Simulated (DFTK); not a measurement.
A run of DFTK 0.8.2 is set up as follows.

The input run.jl:

```julia
using DFTK
using PseudoPotentialData
using Unitful, UnitfulAtomic
using LinearAlgebra, Printf
include("save.jl")
disable_threading()

# lattice vectors are the columns
lattice = austrip(1u"Å") * [    2.85629923    -1.42814961            0.0;
                      0.0     2.47362769            0.0;
                      0.0            0.0     2.78760653]
symbols   = [:Co, :O]
positions = [[0.0, 0.0, 0.0],
             [0.6666666667, 0.3333333333, 0.5]]
pseudopotentials = PseudoFamily("dojo.nc.sr.pbe.v0_4_1.standard.upf")
elements = Dict(s => ElementPsp(s, pseudopotentials) for s in unique(symbols))
atoms    = [elements[s] for s in symbols]
magnetic_moments = [2.0, 0.0]

build_model(lattice, positions; symmetries=true) =
    model_DFT(lattice, atoms, positions;
              functionals=PBE(),
              magnetic_moments,
              spin_polarization=:collinear,
              temperature=austrip(0.05u"eV"),
              smearing=Smearing.FermiDirac(),
              symmetries)
Ecut  = 48.0  # hartree
kgrid = [11, 11, 10]
tol   = 1e-6
to_GPa = ustrip(uconvert(u"GPa", 1u"hartree/bohr^3"))

model = build_model(lattice, positions)
basis = PlaneWaveBasis(model; Ecut, kgrid)
display(basis)
scfres = self_consistent_field(basis;
                               tol,
                               ρ=guess_density(basis, magnetic_moments),
                               nbandsalg=AdaptiveBands(model; n_bands_converge=17))
display(scfres.energies)
@printf "Fermi level: %.6f eV\n" ustrip(auconvert(u"eV", something(scfres.εF, NaN)))
forces = compute_forces_cart(scfres)
println("Forces (eV/Å)")
for (s, f) in zip(symbols, forces)
    @printf "%-3s %12.6f %12.6f %12.6f\n" s ustrip.(auconvert.(u"eV/Å", f))...
end
stress = compute_stresses_cart(scfres)
println("Stress (GPa)")
display(round.(stress * to_GPa; digits=4))
@printf "Total moment: %.4f μB\n" sum(spin_density(scfres.ρ)) * scfres.basis.dvol
println("Levels at the first k-point (eV): ", round.(ustrip.(auconvert.(u"eV", scfres.eigenvalues[1][1:scfres.n_bands_converge])); digits=4))
save_scf!(scfres; forces, stress)
```

Potentials or basis: dojo.nc.sr.pbe.v0_4_1.standard.upf (PBE).

Launch:

```console
$ julia --threads=1 run.jl  # save.jl only writes the numbers to a file and isn't shown; printed stress counts tension as positive; times include loading and compiling
```

(1) Predict the net moment.

(2) Predict the site moments.

(3) Estimate the pressure.

(4) Estimate the absolute moment.

Results:

(1) 3.00 μB per cell.

(2) Co +2.57; O +0.43 μB.

(3) -8.6 GPa.

(4) 3.06 μB per cell.

Caveat: a cell with one magnetic atom can't hold antiferromagnetic order, which such compounds often take; semilocal functionals often make such compounds metallic where correlation or magnetic order opens a gap, which also shifts bond lengths.
